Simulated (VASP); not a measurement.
# AlNi (Pm-3m) in VASP: notebook, part 2 of 2

VASP 6.6.1.

## Step 10: Equation of state, PBE, collinear spin, ferromagnetic start, 11.48 Å³/atom (volume scaled by 0.96)

INCAR reads:

```
SYSTEM = AlNi
  ALGO = Normal
  EDIFF = 1E-7
  ENCUT = 520
  GGA = PE
  ISIF = 2
  ISMEAR = -1
  ISPIN = 2
  LASPH = .True.
  LCHARG = .False.
  LMAXMIX = 4
  LORBIT = 11
  LREAL = .False.
  LWAVE = .False.
  MAGMOM = 1 0
  NBANDS = 18
  NELM = 100
  PREC = Accurate
  SIGMA = 0.05
```

KPOINTS reads:

```
k-points
0
Gamma
  9 9 9
  0 0 0
```

POSCAR reads:

```
AlNi
1.0
    2.8420627945      0.0000000000      0.0000000000
    0.0000000000      2.8420627945      0.0000000000
    0.0000000000      0.0000000000      2.8420627945
Ni Al
1 1
Direct
    0.5000000000      0.5000000000      0.5000000000
    0.0000000000      0.0000000000      0.0000000000
```

Command:

```
cat potpaw_PBE.64/Ni/POTCAR potpaw_PBE.64/Al/POTCAR > POTCAR
mpirun -np 1 vasp_std > vasp.out
```

Run time: 18 s. Hardware: 1 thread of Intel Xeon Platinum 8488C (Sapphire Rapids), shared host; peak memory 0.15 GiB.

The run converged. Its results:

```yaml
Free_energy: -10.5026 eV
Pressure: 9.4 GPa
Band_gap_on_the_k_mesh: none (metal or under the smearing width)
Net_moment: 0.00 μB per cell
Valence_electrons_inside_the_program's_atomic_spheres: Ni 9.54; Al 0.82
```

## Step 11: Equation of state, PBE, collinear spin, ferromagnetic start, 11.72 Å³/atom (volume scaled by 0.98)

INCAR reads:

```
SYSTEM = AlNi
PREC = Accurate ; ENCUT = 520
EDIFF = 1E-7 ; ISMEAR = -1
SIGMA = 0.05 ; LREAL = .FALSE.
LASPH = .TRUE. ; NELM = 120
ALGO = Normal ; ISIF = 2
LWAVE = .FALSE. ; LCHARG = .FALSE.
ISPIN = 2 ; MAGMOM = 1 0
LORBIT = 11 ; LMAXMIX = 4
GGA = PE ; NBANDS = 18
```

KPOINTS reads:

```
Automatic mesh
0
G
  9 9 9
  0 0 0
```

POSCAR reads:

```
AlNi
1.0
    2.8616638469      0.0000000000      0.0000000000
    0.0000000000      2.8616638469      0.0000000000
    0.0000000000      0.0000000000      2.8616638469
Ni Al
1 1
Direct
    0.5000000000      0.5000000000      0.5000000000
    0.0000000000      0.0000000000      0.0000000000
```

Command:

```
cat potpaw_PBE.64/Ni/POTCAR potpaw_PBE.64/Al/POTCAR > POTCAR
mpirun -np 1 vasp_std > vasp.out
```

It took 18 s on 1 thread of Intel Xeon Platinum 8488C (Sapphire Rapids), shared host; peak memory 0.16 GiB.

It converged, with:

```
Free energy                                           : -10.5248 eV
Pressure                                              : 5.5 GPa
Band gap on the k mesh                                : none (metal or under the smearing width)
Net moment                                            : 0.00 μB per cell
Valence electrons inside the program's atomic spheres : Ni 9.50; Al 0.81
```

## Step 12: Equation of state, PBE, collinear spin, ferromagnetic start, 12.20 Å³/atom (volume scaled by 1.02)

INCAR reads:

```
PREC = Accurate ; ENCUT = 520
EDIFF = 1E-7 ; ISMEAR = -1
SIGMA = 0.05 ; LREAL = F
LASPH = T ; NELM = 120
ALGO = Normal ; ISIF = 2
LWAVE = F ; LCHARG = F
ISPIN = 2 ; MAGMOM = 1 0
LORBIT = 11 ; LMAXMIX = 4
GGA = PE ; NBANDS = 18
```

KPOINTS reads:

```
regular mesh
0
Gamma
  9 9 9
```

POSCAR reads:

```
AlNi
1.0
    2.9000800262      0.0000000000      0.0000000000
    0.0000000000      2.9000800262      0.0000000000
    0.0000000000      0.0000000000      2.9000800262
Ni Al
1 1
Direct
    0.5000000000      0.5000000000      0.5000000000
    0.0000000000      0.0000000000      0.0000000000
```

Potentials or basis: VASP PAW PBE potentials, release 64 (Ni, Al).

Command:

```
cat potpaw_PBE.64/Ni/POTCAR potpaw_PBE.64/Al/POTCAR > POTCAR
mpirun -np 1 vasp_std > vasp.out
```

Run time: 19 s. Hardware: 1 thread of Intel Xeon Platinum 8488C (Sapphire Rapids), shared host; peak memory 0.15 GiB.

It converged, with:

| Property | Result |
| --- | --- |
| Free energy | -10.5368 eV |
| Pressure | -1.2 GPa |
| Band gap on the k mesh | none (metal or under the smearing width) |
| Net moment | 0.00 μB per cell |
| Valence electrons inside the program's atomic spheres | Ni 9.43; Al 0.79 |

## Step 13: Equation of state, PBE, collinear spin, ferromagnetic start, 12.43 Å³/atom (volume scaled by 1.04)

INCAR reads:

```
SYSTEM = AlNi
PREC     = Accurate       ! precision mode
ENCUT    = 520            ! plane-wave cutoff, eV
EDIFF    = 1E-7           ! SCF threshold, eV
ISMEAR   = -1             ! smearing method
SIGMA    = 0.05           ! smearing width, eV
LREAL    = .FALSE.        ! projectors in reciprocal space
LASPH    = .TRUE.         ! aspherical terms in the spheres
NELM     = 150            ! most SCF steps
ALGO     = Normal         ! electronic algorithm
ISIF     = 2              ! what is computed and relaxed
LWAVE    = .FALSE.        ! write WAVECAR
LCHARG   = .FALSE.        ! write CHGCAR
ISPIN    = 2              ! spin polarisation
MAGMOM   = 1 0            ! initial moments
LORBIT   = 11             ! projections on sites
LMAXMIX  = 4              ! l up to which the mixer works
GGA      = PE             ! functional
NBANDS   = 18             ! bands
```

KPOINTS reads:

```
Automatic mesh
0
G
  9 9 9
  0 0 0
```

POSCAR reads:

```
AlNi
1.0
    2.9189122424      0.0000000000      0.0000000000
    0.0000000000      2.9189122424      0.0000000000
    0.0000000000      0.0000000000      2.9189122424
Ni Al
1 1
Direct
    0.5000000000      0.5000000000      0.5000000000
    0.0000000000      0.0000000000      0.0000000000
```

Command:

```
cat potpaw_PBE.64/Ni/POTCAR potpaw_PBE.64/Al/POTCAR > POTCAR
mpirun -np 1 vasp_std > vasp.out
```

Wall time 30 s (1 thread of Intel Xeon Platinum 8488C (Sapphire Rapids), shared host); peak memory 0.16 GiB.

It converged, with:

```
Free energy                                           : -10.5288 eV
Pressure                                              : -4.1 GPa
Band gap on the k mesh                                : none (metal or under the smearing width)
Net moment                                            : 0.00 μB per cell
Valence electrons inside the program's atomic spheres : Ni 9.40; Al 0.78
```

## Step 14: Equation of state, PBE, collinear spin, ferromagnetic start, 12.67 Å³/atom (volume scaled by 1.06)

INCAR reads:

```
ALGO     = Normal         # electronic algorithm
EDIFF    = 1E-7           # SCF threshold, eV
ENCUT    = 520            # plane-wave cutoff, eV
GGA      = PE             # functional
ISIF     = 2              # what is computed and relaxed
ISMEAR   = -1             # smearing method
ISPIN    = 2              # spin polarisation
LASPH    = T              # aspherical terms in the spheres
LCHARG   = F              # write CHGCAR
LMAXMIX  = 4              # l up to which the mixer works
LORBIT   = 11             # projections on sites
LREAL    = F              # projectors in reciprocal space
LWAVE    = F              # write WAVECAR
MAGMOM   = 1 0            # initial moments
NBANDS   = 18             # bands
NELM     = 120            # most SCF steps
PREC     = Accurate       # precision mode
SIGMA    = 0.05           # smearing width, eV
```

KPOINTS reads:

```
k-points
0
Gamma
  9 9 9
```

POSCAR reads:

```
AlNi
1.0
    2.9375045414      0.0000000000      0.0000000000
    0.0000000000      2.9375045414      0.0000000000
    0.0000000000      0.0000000000      2.9375045414
Ni Al
1 1
Direct
    0.5000000000      0.5000000000      0.5000000000
    0.0000000000      0.0000000000      0.0000000000
```

Command:

```
cat potpaw_PBE.64/Ni/POTCAR potpaw_PBE.64/Al/POTCAR > POTCAR
mpirun -np 1 vasp_std > vasp.out
```

It took 22 s on 1 thread of Intel Xeon Platinum 8488C (Sapphire Rapids), shared host; peak memory 0.16 GiB.

The run converged. Its results:

```
Free energy                                           : -10.5128 eV
Pressure                                              : -6.7 GPa
Band gap on the k mesh                                : none (metal or under the smearing width)
Net moment                                            : 0.00 μB per cell
Valence electrons inside the program's atomic spheres : Ni 9.37; Al 0.77
```

## Step 15: Equation of state, PBE, collinear spin, ferromagnetic start

Potentials or basis: VASP PAW PBE potentials, release 64 (Ni, Al).

No new run: the results of the series are fitted here.

Results:

| Quantity | Value |
| --- | --- |
| Equilibrium volume | 12.10 Å³/atom |
| Bulk modulus | 159 GPa |
| Pressure derivative of the bulk modulus | 4.4 |

Energy against volume, from the lowest point:
```csv
volume (Å³/atom),energy (meV/atom)
11.239,34.39
11.478,17.10
11.717,6.02
11.956,0.50
12.196,0.00
12.435,4.00
12.674,12.05
```
